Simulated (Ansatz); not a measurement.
# As under changes of volume

One of the cells (22.434 Å³/atom); the others are scaled copies at fixed shape and fractional positions:

```xyz
4
Lattice="1.8250 -5.5000 0.0000 1.8250 5.5000 0.0000 0.0000 0.0000 4.4700" Properties=species:S:1:pos:R:3 pbc="T T T"
As    1.8250    1.2100    2.5032
As    1.8250   -4.2900    4.2018
As    1.8250   -1.2100    1.9668
As    1.8250    4.2900    0.2682
```

This isn't the form of As at room conditions, which is rhombohedral.

```yaml
Program: Ansatz 0.2.0
Functional: LDA
Potentials_or_basis: all-electron LAPW, scalar-relativistic
Cutoff: 275 eV (chosen from the basis error)
Basis_error_allowed: 0.002 eV/atom
k_mesh: 8 × 8 × 6
Occupations: fermi-dirac, width 0.05 eV
Spin: no spin polarisation
```

```tsv
volume (Å³/atom)	energy over the lowest point (meV/atom)	pressure (GPa)	largest force (eV/Å)
21.088	6.31	2.8	0.398
21.536	0.86	1.1	0.230
21.985	0.00	-0.5	0.131
22.434	3.28	-1.9	0.192
22.882	10.30	-3.1	0.318
23.331	20.69	-4.3	0.448
23.780	?	?	?
```

**Question.** What does the run at 23.780 Å³/atom give?

**Answer.** Energy over the lowest point 34.10 meV/atom; pressure -5.3 GPa; largest force 0.573 eV/Å.

Worked out: A Birch-Murnaghan fit of order 3 (a polynomial in V^(-2/3)) to the other rows has its minimum at 21.85 Å³/atom with B0 = V·E''(V) = 74 GPa and B' = 4.1 at fixed shape and positions, which overstates the stiffness. It gives 34.13 meV/atom at 23.780 Å³/atom, against the run's 34.10, and -dE/dV = -5.3 GPa, against -5.3.

Energies are extrapolated to zero smearing.
